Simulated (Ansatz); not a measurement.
# InSe in Ansatz, relaxation

input.yaml:

```yaml
crystal:
  lattice:
    - [2.0301169, 1.17208799, 8.56709334]
    - [-2.0301169, 1.17208799, 8.56709334]
    - [0.0, -2.34417599, 8.56709334]
  atoms:
    - { symbol: Se, position: [0.6165, 0.6165, 0.6165] }
    - { symbol: Se, position: [0.8281, 0.8281, 0.8281] }
    - { symbol: In, position: [0.0, 0.0, 0.0] }
    - { symbol: In, position: [0.1114, 0.1114, 0.1114] }
  symmetry: { tolerance: 0.0003 }
kpoints:
  mp_grid: { grid: [6, 6, 6], shift: [0, 0, 0] }
magnetization:
  spin_polarized: false
scf:
  occupations: { method: fermi_dirac }
  lower_state_search: "off"
hamiltonian:
  pseudopotentials: { kind: paw }
  xc: r2scan
basis:
  ecutwfc: 500
  fft_grid_basis: typed
relax:
  max_steps: 60
  f_tol: 0.03
output:
  forces: true
  stress: true
  eigenvalues: true
  bader: true
  populations: true
  elf: true
  write_potential: true
  volumetric_format: npy
  dos:
    e_range: [-12, 8]
    de: 0.05
    projected: { site_lists: { In: [In], Se: [Se] } }
  write_density: true
checkpoint:
  read: saved_state
```

Run with:

```bash
ansatz run input.yaml --threads 2 --pin off --max-ram 2560MiB --backend cpu --events-out ev --progress --plain --runs-dir out
```

Origin of the cell: a database entry, scaled a little.

The smearing width isn't typed, so it takes its default of 0.1 eV.

The saved state is a converged single point of the same cell.

Steps:

```csv
step,ΔF (meV/atom),max force component (eV/Å),SCF iterations,step was
1,0.0,0.313,5,accepted
2,16.1,0.706,7,rejected
3,-4.9,0.232,8,accepted
4,-6.2,0.039,5,accepted
5,-6.2,0.001,5,accepted
```

Before:

Space group R3m (No. 160); the run's cell has a = 8.882 Å, b = 8.882 Å, c = 8.882 Å, α = 26.43°, β = 26.43°, γ = 26.43°. Shortest distances: In–Se 2.67 Å, In–In 2.86 Å.

After:

Space group R3m (No. 160); the run's cell has a = 8.882 Å, b = 8.882 Å, c = 8.882 Å, α = 26.43°, β = 26.43°, γ = 26.43°. Shortest distances: In–Se 2.66 Å, In–In 2.80 Å.

```xyz
4
Lattice="2.0301 1.1721 8.5671 -2.0301 1.1721 8.5671 0.0000 -2.3442 8.5671" Properties=species:S:1:pos:R:3 pbc="T T T"
Se    0.0000    0.0000   15.9197
Se    0.0000    0.0000   21.2101
In    0.0000    0.0000    0.0327
In    0.0000    0.0000    2.8287
```

```
Free energy lowered by                                                                 : 6.2 meV/atom
Final pressure                                                                         : -0.08 GPa
Relaxation steps listed                                                                : 5
Formation energy (elements under the same functional, gases as molecules, uncorrected) : -0.680 eV/atom
```

Caveats: the SCF threshold is looser than advised for a stress; the relaxation held the start's symmetry, so the end may be a saddle point.

The run took 5 min on 2 threads of Arm Neoverse N1, with other jobs on the host, peak memory 2.1 GiB, from a saved density.
